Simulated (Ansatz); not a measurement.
The same path of a periodic cell of 28 atoms, Be27S (surface Be(0001), adsorbate S) was run twice with different band settings. Lost on the way: Be22–S28. Made: Be26–S28.

These are results of Ansatz, DFT PBE, scalar-relativistic, plane waves, PAW, not measurements. Settings: cutoff 420 eV, k mesh 4x4x1, fermi-dirac smearing 0.1 eV, no spin polarisation.

Relaxed end points:

```xyz
28
Lattice="6.8700 0.0000 0.0000 3.4350 5.9496 0.0000 0.0000 0.0000 14.5884" Properties=species:S:1:pos:R:3
Be 0.000 0.000 1.000
Be 2.290 0.000 1.000
Be 4.580 0.000 1.000
Be 1.145 1.983 1.000
Be 3.435 1.983 1.000
Be 5.725 1.983 1.000
Be 2.290 3.966 1.000
Be 4.580 3.966 1.000
Be 6.870 3.966 1.000
Be 0.000 1.327 2.841
Be 2.266 1.336 2.847
Be 4.603 1.335 2.847
Be 1.143 3.303 2.840
Be 3.435 3.306 2.793
Be 5.727 3.304 2.840
Be 2.289 5.289 2.793
Be 4.581 5.288 2.793
Be 6.870 5.263 2.847
Be 0.000 -0.055 4.615
Be 2.295 0.004 4.622
Be 4.575 0.004 4.622
Be 1.185 1.960 4.711
Be 3.434 1.978 4.622
Be 5.684 1.960 4.710
Be 2.338 3.995 4.616
Be 4.531 3.995 4.616
Be 6.870 4.015 4.708
S 6.868 2.649 6.241
```

```xyz
28
Lattice="6.8700 0.0000 0.0000 3.4350 5.9496 0.0000 0.0000 0.0000 14.5884" Properties=species:S:1:pos:R:3
Be 0.000 0.000 1.000
Be 2.290 0.000 1.000
Be 4.580 0.000 1.000
Be 1.145 1.983 1.000
Be 3.435 1.983 1.000
Be 5.725 1.983 1.000
Be 2.290 3.966 1.000
Be 4.580 3.966 1.000
Be 6.870 3.966 1.000
Be 0.007 1.348 2.871
Be 2.290 1.322 2.745
Be 4.573 1.348 2.871
Be 1.126 3.286 2.871
Be 3.454 3.286 2.871
Be 5.725 3.305 2.739
Be 2.290 5.289 2.783
Be 4.606 5.282 2.871
Be 6.844 5.282 2.871
Be -0.019 -0.011 4.616
Be 2.290 0.055 4.626
Be 4.599 -0.011 4.616
Be 1.192 1.956 4.626
Be 3.388 1.956 4.626
Be 5.725 1.912 4.706
Be 2.290 3.989 4.616
Be 4.519 4.002 4.706
Be 6.931 4.002 4.706
S 5.725 3.305 6.202
```

Common settings: climbing image yes; optimiser quadratic models (default); force threshold 0.05 eV/Å; end points relaxed; atoms held 1 to 9.

| run | movable images | spring | start path | iteration limit | theory |
| --- | --- | --- | --- | --- | --- |
| 1 | 5 | 10.0 eV/Å² | IDPP | 46 | DFT PBE, scalar-relativistic, plane waves, PAW cutoff 420 eV, k mesh 4x4x1, fermi-dirac smearing 0.1 eV, no spin polarisation |
| 2 | 3 | 5.0 eV/Å² | default | 50 | DFT PBE, scalar-relativistic, plane waves, PAW cutoff 250 eV, k mesh 4x4x1, fermi-dirac smearing 0.1 eV, no spin polarisation |

Question: What does each run give, and how far can it be trusted?

Answer: Run 1: converged after 5 iterations, highest image 0.011 eV above the first end. By the program's own check the climbing image is a first-order saddle point (lowest curvatures found: -0.52 and 0.71 eV/Å²).
Run 2: converged after 5 iterations, highest image 0.009 eV above the first end. The order of the point at the top wasn't checked. The plane-wave cutoff is below what these datasets need, so energies and pressures aren't converged.
Limits of this set-up: coarse k mesh, thin slab, slab without dipole correction, a typed lattice constant that wasn't relaxed here.
